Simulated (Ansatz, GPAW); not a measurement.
This is a calculation of MgO for GPAW 26.7.0 (ASE script). The cell is a database's computed one, not the measured one.

File run.py:

```python
from ase.dft.bandgap import bandgap
from ase.io import read, write
from ase.units import GPa
from gpaw import GPAW, PW

atoms = read('POSCAR')

calc = GPAW(mode=PW(800),
            xc='RPBE',
            kpts={'size': (11, 11, 11), 'gamma': True},
            occupations={'name': 'methfessel-paxton', 'order': 0, 'width': 0.05},
            nbands=16,
            convergence={'density': 1e-05, 'energy': 1e-05},
            maxiter=150,
            txt='gpaw.txt')
atoms.calc = calc
energy = atoms.get_potential_energy()
forces = atoms.get_forces()
stress = atoms.get_stress()
calc.write('gs.gpw')
write('result.traj', atoms)
print(f'Energy: {energy:.6f} eV')
print('Forces (eV/A):')
print(forces.round(4))
print('Stress (GPa):', (stress / GPa).round(3))
print('Fermi level:', round(calc.get_fermi_level(), 4), 'eV')
print(f'Gap: {bandgap(calc)[0]:.4f} eV, direct: {bandgap(calc, direct=True)[0]:.4f} eV')
```

POSCAR

```
MgO
1.0
    0.0000000000      2.0970013927      2.0970013927
    2.0970013927      0.0000000000      2.0970013927
    2.0970013927      2.0970013927      0.0000000000
Mg O
1 1
Direct
    0.0000000000      0.0000000000      0.0000000000
    0.5000000000      0.5000000000      0.5000000000
```

Potentials or basis: the program's PAW data sets (release 1.2.1) made for this functional, pw.

Run with:

```sh
$ OMP_NUM_THREADS=1 python run.py
```

Q: Translate it to Ansatz 0.2.0. Potentials or basis there: Ansatz PAW, cutoff 420 eV.

A: As run (cutoffs and basis follow the program's own potentials, and thresholds, step limits or extra output files can differ):

File input.yaml:

```yaml
crystal:
  lattice:
    - [0.0, 2.0970013927, 2.0970013927]
    - [2.0970013927, 0.0, 2.0970013927]
    - [2.0970013927, 2.0970013927, 0.0]
  atoms:
    - { symbol: Mg, position: [0.0, 0.0, 0.0] }
    - { symbol: O, position: [0.5, 0.5, 0.5] }
hamiltonian:
  xc: rpbe
  pseudopotentials: { kind: paw }
kpoints:
  mp_grid: { grid: [11, 11, 11] }
scf:
  occupations: { method: gaussian, width: 0.05 }
output:
  forces: true
  stress: true
  eigenvalues: true
```

Potentials or basis: Ansatz PAW.

Launch:

```console
$ ansatz run input.yaml --threads 2 --pin off --max-ram 5632MiB --backend cpu --events-out ev --progress --plain --runs-dir out
```

Both were run:

|  | GPAW | Ansatz |
| --- | --- | --- |
| Pressure | 12.1 GPa | 12.0 GPa |

Ansatz's pressure holds a Pulay term of +0.52 GPa for its cutoff of 420 eV, which the other run lacks.

Ansatz's potentials were made for PBE.

Where Ansatz's input types no cutoff or centring, it takes its own default and a Γ-centred mesh.

The cell lies far from this level's equilibrium.

Pressure is positive in compression.
